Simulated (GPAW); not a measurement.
Runs of GPAW 26.7.0 on Fe. It takes space group Fmmm (No. 69, orthorhombic). The conventional cell has a = 2.997 Å, b = 3.883 Å, c = 3.930 Å, α = 90.00°, β = 90.00°, γ = 90.00°. Around Fe (site symmetry mmm) lie 12 Fe at 2.45 to 2.76 Å. 

```tsv
level	gap on the mesh (eV)	pressure (GPa)	moment (μB)	relaxed volume (Å³/atom)
PBEsol+D4	none	0.0	2.08	10.81
PBEsol+D3(BJ)	none	0.0	2.08	10.71
PBEsol+D3	none	0.0	2.08	(a)
PBEsol	none	0.0	2.09	10.93
PBEsol+D3(BJ)+ATM	none	0.0	2.08	(b)
```

Alike in all rows: task relaxation of cell and atoms; potentials or basis PAW data sets generated in the run's folder for this functional, pw; spin collinear, ferromagnetic start; cell relaxed; k mesh 9 × 9 × 9; cutoff (eV) 600; smearing fermi-dirac 0.05 eV.

Q: Fill in the values left out.

A: (a) 10.72; (b) 10.76.

Caveats: each step starts from the last one's moments, so a moment once lost doesn't come back; later steps reuse the first step's grids; pairwise dispersion overbinds metals, which lowers pressure and volume (some runs).

A gap of «none» marks a metal or a gap under the smearing width.
